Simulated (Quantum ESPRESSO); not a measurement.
GaN:

```
Ga N
1.0
     0.00000    2.25350    2.25350
     2.25350    0.00000    2.25350
     2.25350    2.25350    0.00000
Ga N
1 1
Direct
  0.00000 0.00000 0.00000
  0.25000 0.25000 0.25000
```

The cell is a database's computed one.

Base run:

- Program: Quantum ESPRESSO 7.5
- Functional: TASK
- Potentials or basis: SG15 PBE 1.2
- Cutoff: 1197 eV
- Density cutoff: 4789 eV
- k mesh: 8 × 8 × 8
- Occupations: fermi-dirac, width 0.05 eV
- Spin: no spin polarisation

Its results: band gap on the k mesh 2.21 eV, direct; pressure 2.4 GPa.

Problem. After a change of settings the same cell gave: band gap on the k mesh 1.79 eV, direct; pressure -2.2 GPa. Which change was it?
A. functional from TASK to SCAN
B. functional from TASK to LDA; k mesh from 8 × 8 × 8 to 10 × 10 × 10
C. functional from TASK to PBEsol; k mesh from 8 × 8 × 8 to 10 × 10 × 10
D. functional from TASK to AM05; k mesh from 8 × 8 × 8 to 10 × 10 × 10

Solution. A.

Caveats: the potentials were made for another functional, which shifts forces and pressure.
